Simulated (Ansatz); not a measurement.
Formation energy of PtTe2

Level of theory: DFT, r²SCAN, scalar-relativistic, no spin polarisation; plane waves to 500 eV with PAW datasets (Ansatz 0.2.0), Γ-centred 10×10×6 mesh, 0.05 eV Gaussian smearing; PAW files: Ansatz's generated set soft_2.

The chain of runs began from a cell as deposited in COD, expanded in volume. Of that entry: the entry's cell lengths or inner coordinates differ somewhat from later room-temperature determinations.

The structure is trigonal, space group P-3m1 (No. 164). Conventional cell: a = 4.048 Å, b = 4.048 Å, c = 5.528 Å, α = 90.00°, β = 90.00°, γ = 120.00°. Te (site symmetry 3m) has 3 Pt at 2.71 Å as nearest neighbours. Around Pt (site symmetry -3m) lie 6 Te at 2.71 Å. (Shells end 15 % past the nearest neighbour.)

The elements were computed in their standard states with the same datasets, cutoff and functional. Absolute energies hang on the potentials; compare differences alone.

Energy of the relaxed cell (3 atoms, smearing extrapolated to zero): -26527.723 eV. Elements, in eV/atom: Te -6994.823, Pt -12536.783.

Question: What is the formation energy?

Answer: [-26527.723 − (2 × -6994.823 + 1 × -12536.783)] / 3 = -0.43 eV/atom, or -42 kJ per mole of atoms.

The value is for 0 K, without zero-point energy. A negative value shows stability against the elements alone, not against other compounds or structures.

These numbers lack spin–orbit coupling. The structure is layered, and this functional has no dispersion term, so the layers' spacing is poorly fixed, often too long, and so is what hangs on it. The relaxed cell is 7 % larger in volume than the cell of this structure in the Crystallography Open Database (24.43 Å³/atom, 1965).
